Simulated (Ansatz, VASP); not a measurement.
**Two plane-wave programs on Pt**

POSCAR

```
Pt
1.0
    2.7606660000      0.0000000000      0.0000000000
   -1.3803330000      2.3908070000      0.0000000000
    0.0000000000      0.0000000000      4.7921340000
Pt
2
Direct
    0.6666666667      0.3333333333      0.7500000000
    0.3333333333      0.6666666667      0.2500000000
```

Contents of INCAR.step1:

```
SYSTEM = Pt
PREC     = Accurate       ! precision mode
ENCUT    = 520            ! plane-wave cutoff, eV
ISMEAR   = -1             ! smearing method
SIGMA    = 0.1            ! smearing width, eV
LREAL    = .FALSE.        ! projectors in reciprocal space
LASPH    = .TRUE.         ! aspherical terms in the spheres
NELM     = 100            ! most SCF steps
NBANDS   = 17             ! bands
GGA      = PE             ! functional
ALGO     = Normal         ! electronic algorithm
EDIFF    = 1E-4           ! SCF threshold, eV
LWAVE    = .TRUE.         ! write WAVECAR
LCHARG   = .FALSE.        ! write CHGCAR
```

File INCAR.step2:

```
SYSTEM = Pt
PREC     = Accurate       ! precision mode
ENCUT    = 520            ! plane-wave cutoff, eV
EDIFF    = 1E-7           ! SCF threshold, eV
ISMEAR   = -1             ! smearing method
SIGMA    = 0.1            ! smearing width, eV
LREAL    = .FALSE.        ! projectors in reciprocal space
LASPH    = .TRUE.         ! aspherical terms in the spheres
NELM     = 100            ! most SCF steps
ALGO     = Normal         ! electronic algorithm
ISIF     = 2              ! what is computed and relaxed
LWAVE    = .FALSE.        ! write WAVECAR
LCHARG   = .TRUE.         ! write CHGCAR
METAGGA  = R2SCAN         ! meta-GGA
LMIXTAU  = .TRUE.       
LELF     = .TRUE.         ! ELF
LVHAR    = .TRUE.       
NBANDS   = 17             ! bands
ISTART   = 1
```

KPOINTS

```
regular mesh
0
G
  10 10 5
  0 0 0
```

Input for Ansatz:

```yaml
crystal:
  lattice:
    - [2.760666, 0.0, 0.0]
    - [-1.380333, 2.390807, 0.0]
    - [0.0, 0.0, 4.792134]
  atoms:
    - { symbol: Pt, position: [0.6666666666666666, 0.3333333333333333, 0.75] }
    - { symbol: Pt, position: [0.3333333333333333, 0.6666666666666666, 0.25] }
basis:
  ecutwfc: 761.918814887664
  xc_grid: 3
kpoints:
  mp_grid:
    grid: [10, 10, 5]
hamiltonian:
  xc: r2scan
scf:
  convergence:
    dr2_threshold: 1.0e-05
  mixing:
    algorithm: broyden
    beta: 0.4
    ndim: 12
  occupations:
    method: fermi_dirac
    width: 0.1
output:
  stress: true
```

This isn't the form of Pt at room conditions, which is fcc.

Alike in both runs: task single point; functional r2SCAN; k mesh 10 × 10 × 5; occupations fermi-dirac, width 0.1 eV; no spin polarisation.

|  | VASP | Ansatz |
| --- | --- | --- |
| version | VASP 6.6.1 | Ansatz 0.2.0 |
| potentials or method | VASP PAW PBE potentials, release 64 (Pt) | plane waves, PAW |
| plane-wave cutoff (eV) | 520 | 762 |
| valence electrons in the cell | 20 | 36 |

Ansatz gave:

```
pressure (GPa)                                  : -6.2
largest component of the traceless stress (GPa) : 0.30
```

Problem. What did VASP give for the same quantities?

Solution. Pressure (GPa): -5.6; largest component of the traceless stress (GPa): 0.08.

The functional is the same, so the differences come from potentials, cutoffs and numerics. The two sets of potentials don't hold the same shells in valence. Ansatz warned: «stress_scf_threshold_loose».

Caveats: the PAW data sets were made with another functional, which shifts forces and pressure a little (VASP). The runs have no spin-orbit coupling, so splittings on Pt are missing.
